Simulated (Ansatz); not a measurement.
Y: electron density at the nuclei under pressure

```
Y
1.0
     0.00000    3.51897    3.51897
     3.51897    0.00000    3.51897
     3.51897    3.51897    0.00000
Y
2
Direct
  0.00000 0.00000 0.00000
  0.25000 0.25000 0.25000
```

Atoms are numbered in the order listed.

The structure comes from a relaxation in the same program, started in the diamond type, and has space group Fd-3m. Whether it is a known phase or the ground state wasn't checked.

Computed with Ansatz 0.2.0, DFT, PBE, all-electron PAW with datasets made for the crystal, scalar-relativistic.

Sampling and basis: a Γ-centred 9×9×9 k mesh, Fermi–Dirac smearing of 0.05 eV, cutoff 200 eV (chosen by the program for this cell), no spin polarisation.

The contact density is the mean electron density over the nuclear volume; its changes follow the s electrons' response to bonding and compression. Changes below are taken from the unscaled cell, where it is 443985 e/Å³ at Y1.

```csv
V/V(cell),P (GPa),Δρ(0) Y1 (e/Å³)
0.9405,0.9,?
1.0000,0.0,0.00
1.0600,-0.5,?
```

Fill in "Δρ(0) Y1 (e/Å³)" for the row "1.0600".

1.16.

Give the missing entry: row "0.9405", column "Δρ(0) Y1 (e/Å³)".

-0.73.

The datasets are made afresh for each cell, so very small changes are uncertain.
